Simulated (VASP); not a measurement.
Wanted: the native input for a VASP 6.6.1 run.

| Quantity | Value |
| --- | --- |
| Task | relaxation of cell and atoms |
| Functional | PBE |
| Potentials or basis | VASP PAW PBE potentials, release 64 (Ga_d, N) |
| Cutoff | 600 eV |
| k mesh | 8 × 8 × 5 |
| Occupations | gaussian, width 0.05 eV |
| Spin | no spin polarisation |
| Further INCAR settings | ALGO = Normal; EDIFF = 1e-06; IBRION = 2; EDIFFG = -0.01; NSW = 60; ISIF = 3 |

The structure of GaN lies in POSCAR:

```
GaN
1.0
    3.1800000000      0.0000000000      0.0000000000
   -1.5900000000      2.7539607840      0.0000000000
    0.0000000000      0.0000000000      5.1660000000
Ga N
2 2
Direct
    0.3333333333      0.6666666667      0.0000000000
    0.6666666667      0.3333333333      0.5000000000
    0.3333333333      0.6666666667      0.3750000000
    0.6666666667      0.3333333333      0.8750000000
```

The input as run:

INCAR

```
SYSTEM = GaN
  PREC = Accurate
  ENCUT = 600
  EDIFF = 1E-6
  ISMEAR = 0
  SIGMA = 0.05
  LREAL = .False.
  LASPH = .True.
  NELM = 80
  ALGO = Normal
  ISIF = 3
  LWAVE = .False.
  LCHARG = .False.
  GGA = PE
  IBRION = 2
  NSW = 60
  EDIFFG = -0.01
```

KPOINTS

```
Automatic mesh
0
Gamma
  8 8 5
  0 0 0
```

Potentials or basis: VASP PAW PBE potentials, release 64 (Ga_d, N).

Command:

```bash
$ cat potpaw_PBE.64/Ga_d/POTCAR potpaw_PBE.64/N/POTCAR > POTCAR
$ mpirun -np 1 vasp_std > vasp.out
```

It gave:

```json
{"Relaxed volume": "11.75 Å³/atom", "Relaxed cell": "a = 3.217 Å, b = 3.217 Å, c = 5.243 Å, α = 90.00°, β = 90.00°, γ = 120.00°", "Space group after relaxing (to 0.05 Å)": "P6_3mc (No. 186)", "Energy gained by relaxing": "10.0 meV/atom", "Ionic steps": "5", "Pressure after relaxing": "0.1 GPa", "Largest force after relaxing": "0.007 eV/Å", "Band gap on the k mesh": "1.72 eV, direct"}
```

Run time: 3.1 min on 1 thread of Intel(R) Xeon(R) Platinum 8375C CPU @ 2.90GHz (Ice Lake), with other jobs on the host, peak memory 0.19 GiB.
